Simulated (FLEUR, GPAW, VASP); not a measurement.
# Sc: 3 runs at one level of theory

```
CELL_PARAMETERS angstrom
3.21097 0.00000 0.00000
0.00000 3.21097 0.00000
0.00000 0.00000 24.08200
ATOMIC_POSITIONS crystal
Sc 0.50000 0.50000 0.31144
Sc 0.00000 0.00000 0.40572
Sc 0.50000 0.50000 0.50000
Sc 0.00000 0.00000 0.59428
Sc 0.50000 0.50000 0.68856
```

Alike in all runs: task single point; functional PBE; k mesh 8 × 8 × 1; occupations fermi-dirac, width 0.05 eV; no spin polarisation; no spin-orbit coupling.

```csv
program and potentials,plane-wave cutoff (eV),notes,band gap (eV),largest force (eV/Å)
"VASP, PBE PAW files Sc_sv, 520 eV",520,-,no gap,0.458
"GPAW, GPAW PAW data sets (gpaw-data 1.2.1)",450,-,no gap,0.461
"FLEUR, all-electron, FLAPW",-,-,no gap,0.457
```

Force on atom 2 (Sc), eV/Å:

```json
{"program and potentials": "VASP, PBE PAW files Sc_sv, 520 eV", "x": "0.000", "y": "0.000", "z": "-0.458"}
{"program and potentials": "GPAW, GPAW PAW data sets (gpaw-data 1.2.1)", "x": "0.000", "y": "0.000", "z": "-0.461"}
{"program and potentials": "FLEUR, all-electron, FLAPW", "x": "0.000", "y": "0.000", "z": "-0.457"}
```

None finds a gap.

Differences between rows come from potentials, basis sets and numerical settings, since the functional is the same but for its coding. Runs on potential files found faulty are left out.
